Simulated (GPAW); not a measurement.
# ZnSe (Stilleite) (F-43m) in GPAW: a series of runs, part 3 of 3

GPAW 26.7.0. The steps go on from the part before.

**6. Band structure, PBE**

File run.py:

```python
from ase.dft.bandgap import bandgap
from ase.io import read, write
from gpaw import GPAW

atoms = read('ZnSe.cif')

calc = GPAW(mode='lcao',
            h=0.2,
            basis='sz(dzp)',
            xc='PBE',
            kpts={'size': (7, 7, 7), 'gamma': True},
            occupations={'name': 'fermi-dirac', 'width': 0.05},
            convergence={'density': 1e-05, 'energy': 1e-05},
            maxiter=150,
            txt='gpaw.txt')
atoms.calc = calc
energy = atoms.get_potential_energy()
forces = atoms.get_forces()
calc.write('gs.gpw')
write('result.traj', atoms)
print(f'Energy: {energy:.6f} eV')
print('Forces (eV/A):')
print(forces.round(4))
print('Fermi level:', round(calc.get_fermi_level(), 4), 'eV')
print(f'Gap: {bandgap(calc)[0]:.4f} eV, direct: {bandgap(calc, direct=True)[0]:.4f} eV')

path = atoms.cell.bandpath('GXWKGLUWLK,UX', npoints=60, eps=1e-4)
bs_calc = calc.fixed_density(kpts=path, symmetry='off', txt='bands.txt')
bs = bs_calc.band_structure()
bs.write('bs.json')
print(f'Gap on the path: {bandgap(bs_calc)[0]:.4f} eV')
```

File ZnSe.cif:

```cif
data_ZnSe
_cell_length_a 4.00759839
_cell_length_b 4.00759839
_cell_length_c 4.00759839
_cell_angle_alpha 60.00000000
_cell_angle_beta 60.00000000
_cell_angle_gamma 60.00000000
_space_group_name_H-M_alt 'P1'
_space_group_name_Hall 'P 1'
_space_group_IT_number 1
loop_
_space_group_symop_operation_xyz
'x,y,z'
loop_
_atom_site_label
_atom_site_type_symbol
_atom_site_symmetry_multiplicity
_atom_site_Wyckoff_symbol
_atom_site_fract_x
_atom_site_fract_y
_atom_site_fract_z
_atom_site_occupancy
Se1 Se 1 a 0.7500000000 0.7500000000 0.7500000000 1
Zn1 Zn 1 a 0.0000000000 0.0000000000 0.0000000000 1
```

Potentials or basis: GPAW PAW data sets (gpaw-data 1.2.1), lcao:sz(dzp).

Started as:

```bash
> OMP_NUM_THREADS=1 python run.py
```

gpaw.txt:

```text
__  _  _
 | _ |_)|_||  |
 |__||  | ||/\| - 26.7.0

Input parameters:
  mode=LCAO(),
  basis={'default': 'sz(dzp)'},
  convergence={'density': 1e-05, 'energy': 1e-05},
  h=0.2,
  kpts=MonkhorstPack(size=(7, 7, 7), gamma=True),
  maxiter=150,
  occupations=Occupations(name='fermi-dirac', width=0.05),
  xc=XC(name='PBE')

                         Se

       Zn

Atoms  # Å, Bohr magnetons
|   | symbol |        x |        y |        z |    initial magnetic moments |
|---|--------|----------|----------|----------|-----------------------------|
| 0 |     Se | 6.011398 | 3.470682 | 2.454143 | ( 0.0000,  0.0000,  0.0000) |
| 1 |     Zn | 0.000000 | 0.000000 | 0.000000 | ( 0.0000,  0.0000,  0.0000) |

Unit cell  # Å
| periodic |        x |        y |        z |  lengths |    angles |
|----------|----------|----------|----------|----------|-----------|
|      yes | 4.007598 | 0.000000 | 0.000000 | 4.007598 | 60.000000 |
|      yes | 2.003799 | 3.470682 | 0.000000 | 4.007598 | 60.000000 |
|      yes | 2.003799 | 1.156894 | 3.272190 | 4.007598 | 60.000000 |

Number of symmetries: 24
Symmetry operations  # r_c * U_cc + t_c -> r_c
|    | kind |            matrix            |
|----|------|------------------------------|
|  0 |  E   |  1, 0, 0,  0, 1, 0,  0, 0, 1 |
|  1 |  σ   |  1, 0, 0,  0, 0, 1,  0, 1, 0 |
|  2 |  σ   |  1, 0,-1,  0, 1,-1,  0, 0,-1 |
|  3 |  C3  |  1, 0,-1,  0, 0,-1,  0, 1,-1 |
|  4 |  C3  |  1,-1, 0,  0,-1, 1,  0,-1, 0 |
|  5 |  σ   |  1,-1, 0,  0,-1, 0,  0,-1, 1 |
|  6 |  σ   |  0, 1, 0,  1, 0, 0,  0, 0, 1 |
|  7 |  C3  |  0, 1, 0,  0, 0, 1,  1, 0, 0 |
|  8 |  C2  |  0, 1,-1,  1, 0,-1,  0, 0,-1 |
|  9 |  S4  |  0, 1,-1,  0, 0,-1,  1, 0,-1 |
| 10 |  C3  |  0, 0, 1,  1, 0, 0,  0, 1, 0 |
| 11 |  σ   |  0, 0, 1,  0, 1, 0,  1, 0, 0 |
| 12 |  S4  |  0, 0,-1,  1, 0,-1,  0, 1,-1 |
| 13 |  C3  |  0, 0,-1,  0, 1,-1,  1, 0,-1 |
| 14 |  S4  |  0,-1, 1,  1,-1, 0,  0,-1, 0 |
| 15 |  C2  |  0,-1, 1,  0,-1, 0,  1,-1, 0 |
| 16 |  C3  |  0,-1, 0,  1,-1, 0,  0,-1, 1 |
| 17 |  S4  |  0,-1, 0,  0,-1, 1,  1,-1, 0 |
| 18 |  S4  | -1, 1, 0, -1, 0, 1, -1, 0, 0 |
| 19 |  C3  | -1, 1, 0, -1, 0, 0, -1, 0, 1 |
| 20 |  C3  | -1, 0, 1, -1, 1, 0, -1, 0, 0 |
| 21 |  S4  | -1, 0, 1, -1, 0, 0, -1, 1, 0 |
| 22 |  σ   | -1, 0, 0, -1, 1, 0, -1, 0, 1 |
| 23 |  C2  | -1, 0, 0, -1, 0, 1, -1, 1, 0 |

BZ-sampling:
  Number of BZ points: 343
  Number of IBZ points: 20

  Monkhorst-Pack size: [7, 7, 7]
  Monkhorst-Pack shift: [0, 0, 0]

K-points  # in reciprocal-cell coordinates
|     |                                coordinates |     weight |
|-----|--------------------------------------------|------------|
|   0 | (  0.00000000,   0.00000000,   0.00000000) | 0.00291545 |
|   1 | (  0.14285714,   0.14285714,   0.00000000) | 0.01749271 |
|   2 | (  0.14285714,   0.14285714,   0.14285714) | 0.02332362 |
|   3 | (  0.28571429,   0.14285714,   0.14285714) | 0.03498542 |
|   4 | (  0.28571429,   0.28571429,   0.00000000) | 0.01749271 |
|   5 | (  0.28571429,   0.28571429,   0.14285714) | 0.06997085 |
|   6 | (  0.28571429,   0.28571429,   0.28571429) | 0.02332362 |
|   7 | (  0.42857143,  -0.28571429,  -0.28571429) | 0.03498542 |
|   8 | (  0.42857143,   0.28571429,  -0.42857143) | 0.13994169 |
|   9 | (  0.42857143,   0.28571429,  -0.28571429) | 0.06997085 |
| ... |                                            |            |
|  19 | (  0.42857143,   0.42857143,   0.42857143) | 0.02332362 |

basis functions: 13
Spin-components: 1 (collinear spins)
Bands:           13
Projectors:      11
Spin-degeneracy: 2
Datatype:        <class 'complex'>

Parallelization:
  kpt:    1
  domain: 1
  band:   1

Density:
  Valence electrons: 18.0
  Components: 1
  Grid points: [16 16 16]
  Charge: 0.0  # |e|

Potential:
  Grid points: [16 16 16]

species:
  Se:
    name:    Selenium
    Z:       34.0
    valence: 6
    core:    28
    charge:  0.0  # [|e|]
    compensation charges:
      type: gauss
      rc: 0.27  # [Å]
      lmax: 2
    cutoffs:
      filter: 1.77  # [Å]
      core: 2.67  # [Å]
    projectors
[... 137 lines left out ...]
|   2 | (  0.14285714,   0.14285714,   0.14285714) | 0.02332362 |
|   3 | (  0.28571429,   0.14285714,   0.14285714) | 0.03498542 |
|   4 | (  0.28571429,   0.28571429,   0.00000000) | 0.01749271 |
|   5 | (  0.28571429,   0.28571429,   0.14285714) | 0.06997085 |
|   6 | (  0.28571429,   0.28571429,   0.28571429) | 0.02332362 |
|   7 | (  0.42857143,  -0.28571429,  -0.28571429) | 0.03498542 |
|   8 | (  0.42857143,   0.28571429,  -0.42857143) | 0.13994169 |
|   9 | (  0.42857143,   0.28571429,  -0.28571429) | 0.06997085 |
| ... |                                            |            |
|  19 | (  0.42857143,   0.42857143,   0.42857143) | 0.02332362 |

basis functions: 13
Spin-components: 1 (collinear spins)
Bands:           13
Projectors:      11
Spin-degeneracy: 2
Datatype:        <class 'complex'>

Parallelization:
  kpt:    1
  domain: 1
  band:   1

Density:
  Valence electrons: 18.0
  Components: 1
  Grid points: [16 16 16]
  Charge: 0.0  # |e|

Potential:
  Grid points: [16 16 16]

species:
  Se:
    name:    Selenium
    Z:       34.0
    valence: 6
    core:    28
    charge:  0.0  # [|e|]
    compensation charges:
      type: gauss
      rc: 0.27  # [Å]
      lmax: 2
    cutoffs:
      filter: 1.77  # [Å]
      core: 2.67  # [Å]
    projectors
    | kind |    occ | energy [eV] | rcut [Å] |
    |------|--------|-------------|----------|
    |   4s |  2.000 |     -17.277 |    0.847 |
    |   4p |  4.000 |      -6.512 |    1.005 |
    |    s |        |       9.935 |    0.847 |
    |    p |        |      20.699 |    1.005 |
    |    d |        |       0.000 |    0.847 |

    LCAO basis set for Se:
      Name: sz(dzp)
      File: <dir>
      Number of radial functions: 2
      Number of spherical harmonics: 4
        l=0, rc=5.7344 Bohr: 4s-sz confined orbital
        l=1, rc=7.2656 Bohr: 4p-sz confined orbital
      Number of RI-basis functions 0

  Zn:
    name:    Zinc
    Z:       30.0
    valence: 12
    core:    18
    charge:  0.0  # [|e|]
    compensation charges:
      type: gauss
      rc: 0.37  # [Å]
      lmax: 2
    cutoffs:
      filter: 2.14  # [Å]
      core: 2.28  # [Å]
    projectors
    | kind |    occ | energy [eV] | rcut [Å] |
    |------|--------|-------------|----------|
    |   4s |  2.000 |      -5.977 |    1.286 |
    |   4p |  0.000 |      -1.117 |    1.270 |
    |   3d | 10.000 |     -10.142 |    1.180 |
    |    s |        |      21.234 |    1.286 |
    |    p |        |      26.095 |    1.270 |
    |    d |        |      17.070 |    1.180 |

    LCAO basis set for Zn:
      Name: sz(dzp)
      File: <dir>
      Number of radial functions: 3
      Number of spherical harmonics: 9
        l=0, rc=8.1562 Bohr: 4s-sz confined orbital
        l=1, rc=12.4062 Bohr: 4p-sz confined orbital
        l=2, rc=4.3594 Bohr: 3d-sz confined orbital
      Number of RI-basis functions 0

Reference energy: -114964.858784  # eV

eigensolver:
  <gpaw.new.lcao.eigensolver.LCAOEigensolver object>
density mixing:
  MSR1-Mixer
  Pratt-step length: 0.05
  Maximum mixing coefficient: 0.75
  Old densities: 10
  SVD Regularization: 0.005
  Good broyden scale: 1.0
  Trust region scale: 1.0
  Backstep threshold: 4.0
  History deletion threshold: 6.0
  Fourier metric: weight=20.0, sigma=0.015

occupation numbers:
  Fermi-Dirac:
    width: 0.0500  # eV

FastPoissonSolver using
    Stencil: 12*3+1=37 point O(h^6) finite-difference Laplacian
    FFT axes: [np.int64(0), np.int64(1), np.int64(2)]
    FST axes: []

xc functional:
  name: PBE with 2 nearest neighbor stencil
interpolation: tri-quintic # 5. degree polynomial

convergence criteria:
- Maximum integral of absolute [dens]ity change: 1e-05 electrons / valence electron
- Maximum [total energy] change in last 3 cyles: 1e-05 eV / valence electron
- Maximum integral of absolute [eigenst]ate change: 4e-08 eV^2 / valence electron
maximum number of iterations: 150

SCF iterations
|iter     | |      energy | eigst |  dens |
|---------|-|-------------|-------|-------|
|iter:   1| |   -4.642960 |      c|       |
|iter:   2| |   -4.635878 |      c| -1.35 |
|iter:   3| |   -4.594758 |      c| -1.38 |
|iter:   4| |   -4.593746 |      c| -1.95 |
|iter:   5| |   -4.593751 |      c| -2.85 |
|iter:   6| |   -4.593749c|      c| -3.82 |
|iter:   7| |   -4.593749c|      c| -4.86 |
|iter:   8| |   -4.593749c|      c| -5.35c|

Converged in 8 steps
Energy contributions relative to reference atoms: (reference = -114964.858784)

Energy contributions:
  Kinetic:          29.327601
  Coulomb:         -24.793720
  Zero:              0.193058
  External:          0.000000
  Xc:               -9.320688
  Entropy:          -0.000000
  Spinorbit:         0.000000
  ----------------------------
  Free energy:      -4.593749
  Extrapolated:     -4.593749

dipole moment: (-9.346656, -5.396295, -3.815756)  # |e|*Ang

Fermi level: 4.561
Eigenvalues  # (at kpt = [0.000, 0.000, 0.000])
| band index |      eig [eV] | occ [0-2] |
|------------|---------------|-----------|
|          0 |        -9.503 |     2.000 |
|          1 |        -2.156 |     2.000 |
|          2 |        -2.156 |     2.000 |
|          3 |        -2.156 |     2.000 |
|          4 |        -1.637 |     2.000 |
|          5 |        -1.637 |     2.000 |
|          6 |         3.911 |     2.000 |
|          7 |         3.916 |     2.000 |
|          8 |         3.916 |     2.000 |
|          9 |         5.147 |     0.000 |
|         10 |        10.660 |     0.000 |
|         11 |        10.661 |     0.000 |
|         12 |        10.661 |     0.000 |

Gap: 1.231 eV
Transition (v -> c):
  (s=0, k=0, n=8, [0.00, 0.00, 0.00]) -> (s=0, k=0, n=9, [0.00, 0.00, 0.00])
No difference between direct/indirect transitions

Forces  # eV/Ang
|       x |        y |       z |
|---------|----------|---------|
| 0.00000 | -0.00000 | 0.00000 |  # Se   0
| 0.00000 | -0.00000 | 0.00000 |  # Zn   1

# Writing to gs.gpw (mode='')
```

Wall time 15 s (1 thread of Arm Neoverse V1, shared host); peak memory 0.15 GiB.

These settings aren't checked as converged: the numbers below hold their error.

What came out:

```yaml
Free_energy: -4.5937 eV
Band_gap_on_the_k_mesh: 1.23 eV, direct
Band_gap_along_the_path: 1.23 eV, direct
```

Caveat: the real-space grid adds noise to forces; the basis of atomic orbitals isn't converged, which shifts pressures, moduli and gaps.

**7. How close it comes**

Step 5. A measured gap of ZnSe is 2.695 eV (an exciton energy, a little under the gap; 300 K; “Alloy Disordering Effects on the Thermal Conductivity and Energy Gap Temperature Dependence of Cd1−xZnxSe Ternary Crystals Grown by the Bridgman Method”, 2023, pmc:10253836); the calculated 1.30 eV misses it by -1.40 eV. So large a miss can be the level of theory's own, or it may mean another phase, state or a wrong row. Spin-orbit coupling on Se is left out. The value is that of PBE, without temperature or zero-point motion. Semilocal functionals fall short of measured gaps as a rule.
